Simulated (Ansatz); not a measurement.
**Elastic constants of ZnS: input and output**

These are results of DFT PBEsol, scalar-relativistic, plane waves, PAW (Ansatz 0.2.0), not measurements.

Launched with:
```bash
ansatz run input.yaml --threads 1 --pin off --max-ram 4096MiB --backend cpu --events-out ev --progress --plain --runs-dir out
```

Input (bare energies are in eV):
```yaml
crystal:
  lattice:
    - [0.0, 2.6782323789, 2.6782323789]
    - [2.6782323789, 0.0, 2.6782323789]
    - [2.6782323789, 2.6782323789, 0.0]
  atoms:
    - { symbol: Zn, position: [0.25, 0.25, 0.25] }
    - { symbol: S, position: [0.0, 0.0, 0.0] }
basis:
  ecutwfc: 420
kpoints:
  mp_grid: { grid: [10, 10, 10] }
hamiltonian:
  xc: pbesol
scf:
  occupations: { method: fixed }
output:
  forces: true
  stress: true
  eigenvalues: true
  polarization: {}
elastic:
  mode: relaxed_ion
  stencil: two_point
```

From the output:
```
--- Elastic constants: 2 strain directions × 2 members + reference (group order 24) ---
  dense FFT box of the reference and of every strained cell: 27×27×27
  strains applied: 11, 23; error gains: componentwise 1.00 (the most a stress slope's error grows in a printed constant), spectral 1.73 (1 for all six strains in a standard setting)
  C = ∂σ_k/∂η_j (tension-positive GPa; Voigt order 11 22 33 23 13 12):
       107.118     64.872     64.872      0.000      0.000     -0.000
        64.872    107.118     64.872      0.000      0.000     -0.000
        64.872     64.872    107.118      0.000      0.000     -0.000
         0.000     -0.000     -0.000     48.458      0.000      0.000
         0.000      0.000     -0.000      0.000     48.458      0.000
         0.000     -0.000      0.000     -0.000      0.000     48.458
  reference stress σ⁰ (GPa):      0.000      0.000      0.000     -0.000     -0.000      0.000
  C* (energy form; C + prestress term) asymmetry max|C*_kj − C*_jk| = 2.842e-14 GPa — a small one proves nothing (zero by symmetry where the batch's group is 432, −43m or m−3m); a large one is finite-difference/SCF noise where every solve ...
  moduli (Voigt/Reuss/Hill, GPa): K = 78.95/78.95/78.95   G = 37.52/31.93/34.73   E = 90.86   ν = 0.308
  mechanically stable: yes (min eigenvalue of sym C = 42.25 GPa)
  e, the proper piezoelectric tensor (elastic.mode: relaxed_ion; C/m²; rows x y z; Voigt order 11 22 33 23 13 12):
       0.00000    0.00000    0.00000   -0.12755   -0.00000   -0.00000
      -0.00000   -0.00000   -0.00000    0.00000   -0.12755    0.00000
      -0.00000    0.00000    0.00000   -0.00000    0.00000   -0.12755
  ±, each entry's uncertainty from the finite density of the strings (C/m²), an estimate: the size of the correction for it that the entry includes:
       0.00000    0.00000    0.00000    0.00257    0.00000    0.00000
       0.00000    0.00000    0.00000    0.00000    0.00257    0.00000
       0.00000    0.00000    0.00000    0.00000    0.00000    0.00257
  the group's symmetry takes up to 7.2e-9 C/m² out of the measured responses: error of the strings' finite density and of the mesh across them, as far as it breaks the symmetry (raise kpoints.mp_grid and any string_points); the largest step ...
  strain η (Voigt 11):  stress-route row diagonal C_11 = 107.12 GPa, energy-path curvature d²(F+E_count+ΔE)/dδ²/Ω₀ = 107.27 GPa
         δ    σ_11 (GPa) F (eV) n_scf n_hpsi n_pw
    -2.000e-3      -0.2146       -4167.4404266       9   30265    763   relax 0 steps, max|allowed force component| 5.55e-17 eV/Å
     2.000e-3       0.2139       -4167.4404290       8   29850    763   relax 0 steps, max|allowed force component| 5.55e-17 eV/Å
  strain η (Voigt 23):  stress-route row diagonal C_44 = 48.46 GPa, energy-path curvature d²(F+E_count+ΔE)/dδ²/Ω₀ = 48.59 GPa
         δ    σ_23 (GPa) F (eV) n_scf n_hpsi n_pw
    -2.000e-3      -0.0969       -4167.4404555       7   37391    763   relax 3 steps, max|allowed force component| 1.60e-7 eV/Å
     2.000e-3       0.0969       -4167.4404555       6   35999    763   relax 3 steps, max|allowed force component| 1.30e-7 eV/Å
--- Formal polarisation (Berry phase): one branch of a lattice of values; only differences between neighbouring runs are physical ---
  axis mesh electronic ionic p = total spread (rad) least overlap resolved gap  δp at fixed H ≤   (phases in cycles; p mod 2; gap in eV; gap and δp judge the states as solved, not the mesh's step, its ...
  b1    10×10×10       -0.50000000     3.00000000     2.50000000      0.201497         0.8952        2.0856           2.4e-6
  b2    10×10×10       -0.50000000     3.00000000     2.50000000      0.201497         0.8952        2.0856           2.4e-6
  b3    10×10×10       -0.50000000     3.00000000     2.50000000      0.201497         0.8952        2.0856           2.4e-6
  quantum along a1:   0.19715985 e/Å² =   315.884909 µC/cm²
  quantum along a2:   0.19715985 e/Å² =   315.884909 µC/cm²
  quantum along a3:   0.19715985 e/Å² =   315.884909 µC/cm²
  P = (  0.34853267,   0.34853267,   0.34853267) e/Å² = (  558.410904,   558.410904,   558.410904) µC/cm²  (mod the quanta)
```

It took 110 s on 1 thread of Arm Neoverse V2, on a shared host, peak memory 0.49 GiB.